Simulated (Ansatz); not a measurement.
Stackings of close-packed layers of Cs (one atom a layer), each relaxed to a stress under 0.05 GPa; h and k mark layers whose two neighbours have the same or different letters; energies count from the stacking AB (P6_3/mmc).

Theory: DFT PBE, scalar-relativistic, plane waves, PAW in Ansatz 0.2.0.

Settings: cutoff 420 eV, Γ-centred mesh 9×9×2 on the computed 7-atom cell, Gaussian smearing of 0.10 eV; no spin polarisation.

Start (ABCABAB (hkkkhhh)):

```
Cs
1.0
     5.47611    0.00000    0.00000
    -2.73805    4.74245    0.00000
     0.00000    0.00000   31.52633
Cs
7
Direct
  0.00000 0.00000 0.00000
  0.33333 0.66667 0.14286
  0.66667 0.33333 0.28571
  0.00000 0.00000 0.42857
  0.33333 0.66667 0.57143
  0.00000 0.00000 0.71429
  0.33333 0.66667 0.85714
```

**Question.** What does the relaxation give?

**Answer.** The free energy falls by 0 meV/atom.

```
spacing of like layers (Å) : 4.504
a (Å)                      : 5.476
gap on the mesh (eV)       : 0
```

Relaxed structure:
```yaml
crystal:
  lattice:
    - [5.47611, 0.00000, 0.00000]
    - [-2.73805, 4.74245, 0.00000]
    - [0.00000, 0.00000, 31.52633]
  atoms:
    - { symbol: Cs, position: [0.00000, 0.00000, 0.00000] }
    - { symbol: Cs, position: [0.33333, 0.66667, 0.14286] }
    - { symbol: Cs, position: [0.66667, 0.33333, 0.28571] }
    - { symbol: Cs, position: [0.00000, 0.00000, 0.42857] }
    - { symbol: Cs, position: [0.33333, 0.66667, 0.57143] }
    - { symbol: Cs, position: [0.00000, 0.00000, 0.71429] }
    - { symbol: Cs, position: [0.33333, 0.66667, 0.85714] }
```

Spin-orbit coupling is left out, which matters for the bands of heavy elements.

Small energy differences in metals hang on the k mesh (about 10 mJ/m² or 1 to 2 meV/atom on the mesh of the relaxation).

It took 51 s on 1 thread of AMD EPYC 9R45 96-Core Processor (Zen 5) (shared host), peak memory 1.1 GiB.

The reference crystal is a form of Cs, which isn't its usual structure.